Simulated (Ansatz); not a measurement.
# AlCu3: the cost of one run

Method: DFT r2SCAN, scalar-relativistic, plane waves, PAW, in Ansatz 0.2.0.

1 further run of the same task is left out (set aside as unsound or not needed).

**1. The starting structure**

It takes space group Pm-3m (No. 221, cubic). Conventional cell: a = 3.642 Å, b = 3.642 Å, c = 3.642 Å, α = 90.00°, β = 90.00°, γ = 90.00°. Al (site symmetry m-3m) has 12 Cu at 2.58 Å as nearest neighbours. Cu (site symmetry 4/mmm) has 4 Al at 2.58 Å and 8 Cu at 2.58 Å as nearest neighbours.

Coordinates:

```
CELL_PARAMETERS angstrom
3.64182 0.00000 0.00000
0.00000 3.64182 0.00000
0.00000 0.00000 3.64182
ATOMIC_POSITIONS crystal
Al 0.00000 0.00000 0.00000
Cu 0.50000 0.50000 0.00000
Cu 0.50000 0.00000 0.50000
Cu 0.00000 0.50000 0.50000
```

It goes back to an entry of the Materials Project, which need not be the stable form.

It is the result of an earlier relaxation at this level (volume 12.08 Å³/atom; gap on the mesh: none (metal)).

**2. Relaxing at -3 GPa**

Contents of input.yaml:

```yaml
crystal:
  lattice:
    - [3.676387717, 0.0, 0.0]
    - [0.0, 3.676387717, 0.0]
    - [0.0, 0.0, 3.676387717]
  atoms:
    - { symbol: Al, position: [0.0, 0.0, 0.0] }
    - { symbol: Cu, position: [0.5, 0.5, 0.0] }
    - { symbol: Cu, position: [0.5, 0.0, 0.5] }
    - { symbol: Cu, position: [0.0, 0.5, 0.5] }
basis:
  ecutwfc: 500
kpoints:
  mp_grid: { grid: [12, 12, 12] }
hamiltonian:
  xc: r2scan
scf:
  occupations: { method: gaussian, width: 0.1 }
output:
  forces: true
  stress: true
  eigenvalues: true
relax:
  adjacent_minimum: "off"
  f_tol: 0.008
  max_steps: 50
  cell: { stress_tol: 0.08, p_target: -3.0 }
```

Run with:

```console
> ansatz run input.yaml --threads 1 --pin off --max-ram 2560MiB --backend cpu --events-out ev --progress --plain --runs-dir out
```

What time and memory should one allow on 1 thread of Arm Neoverse V1, shared host?

About 85 s, with a peak of 0.5 GiB.
